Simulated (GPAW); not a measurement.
Two runs for the B K edge of atom 3 in BN (P6_3mc). Run A: GPAW, LDA, full core hole (charged cell), 16-atom cell with 4.9 Å between holes, 6×6×6 k points, dipole transitions, Gaussian full width 0.9 eV up to 4 eV, rising linearly to 3.5 eV at 25 eV. Run B differs in one choice.

Energy from the lowest empty level; intensity scaled to a mean of 1 over the first 20 eV:

```csv
E (eV),A,B
-2.0,0.00,0.00
-1.5,0.00,0.00
-1.0,0.00,0.00
-0.5,0.02,0.08
0.0,0.34,0.92
0.5,1.67,2.73
1.0,2.88,3.20
1.5,3.11,3.55
2.0,3.53,3.62
2.5,3.04,2.53
3.0,2.20,2.02
3.5,2.06,1.77
4.0,1.69,1.28
4.5,1.11,0.95
5.0,0.90,0.94
5.5,0.97,0.93
6.0,0.96,0.86
6.5,0.90,0.78
7.0,0.82,0.68
7.5,0.70,0.58
8.0,0.59,0.56
8.5,0.55,0.57
9.0,0.55,0.58
9.5,0.57,0.57
10.0,0.57,0.51
10.5,0.55,0.43
11.0,0.50,0.32
11.5,0.41,0.25
12.0,0.33,0.21
12.5,0.27,0.24
13.0,0.26,0.32
13.5,0.31,0.43
14.0,0.40,0.54
14.5,0.49,0.60
15.0,0.56,0.61
15.5,0.59,0.60
16.0,0.59,0.59
16.5,0.58,0.62
17.0,0.59,0.67
17.5,0.63,0.73
18.0,0.69,0.75
18.5,0.74,0.72
19.0,0.75,0.65
19.5,0.72,0.57
20.0,0.65,0.50
20.5,0.58,0.45
21.0,0.52,0.40
21.5,0.46,0.37
22.0,0.42,0.35
```

The database entry behind the starting cell has ideal inner coordinates that were not refined, so it need not match the best structure at ambient conditions.

**Question.** What was changed?
a) the plane-wave cutoff
b) the volume of the cell
c) the broadening
d) the k mesh of the spectrum

(b): run B changes the volume scale from 1 to 1.06. The scaled spectrum changes by 20 % r.m.s. A shift of -0.4 eV leaves 9 %. The highest intensity below 16 eV goes from 2.1 eV (3.54) to 1.8 eV (3.78). Other settings could leave a like mark; this is the one that was changed.

[Banner, clock and machine lines of the logs are left out without a mark of their own.]

[Logs are printed without paths, hosts, clocks, repeated set-up lines and the standing remarks that a program may print on its own settings, such as how far it seeks lower states.]

[Hosts, paths, dates, database ids (printed as entryN), source tags and the programs' standing remarks are cut or masked in the printed files.]

[Lists of maxima count a maximum above −3 eV only where it reaches 4 % of the highest in the window and stands out from its surroundings by 2 % of it (1.5 % where it reaches 55 %); shoulders and weaker maxima are passed over, and of the rest the first, up to two pre-edge ones and the few strongest are named.]
